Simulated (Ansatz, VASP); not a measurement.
Pd: VASP beside Ansatz

```
CELL_PARAMETERS angstrom
4.41071 0.00000 0.00000
-2.20535 3.81979 0.00000
0.00000 0.00000 2.64959
ATOMIC_POSITIONS crystal
Pd 0.00000 0.00000 0.00000
Pd 0.33333 0.66667 0.50000
Pd 0.66667 0.33333 0.50000
```

Alike in both runs: functional PBEsol; k mesh 6 × 6 × 6; occupations gaussian, width 0.1 eV; no spin polarisation.

Ansatz relaxed the structure, and its values are those at the end. VASP's run is a single point on that final structure, the one shown.

|  | VASP | Ansatz |
| --- | --- | --- |
| version | VASP 6.6.1 | Ansatz 0.2.0 |
| potentials or method | VASP PAW PBE potentials, release 64 (Pd) | scalar-relativistic, plane waves, PAW |
| plane-wave cutoff (eV) | 520 | 420 |
| valence electrons in the cell | 30 | 54 |

```tsv
	VASP	Ansatz	Ansatz less VASP
gap on the k mesh at the Fermi level (eV)	none	none	-
pressure (GPa)	-0.6	-0.2	+0.40
```

A gap of «none» marks a metal or a gap that the smearing closes. The two sets of potentials don't hold the same shells in valence.

Caveats: the k mesh is coarse (spacing up to 0.40 Å⁻¹), so the values aren't converged; the PAW data sets were made with another functional, which shifts forces and pressure a little (VASP).
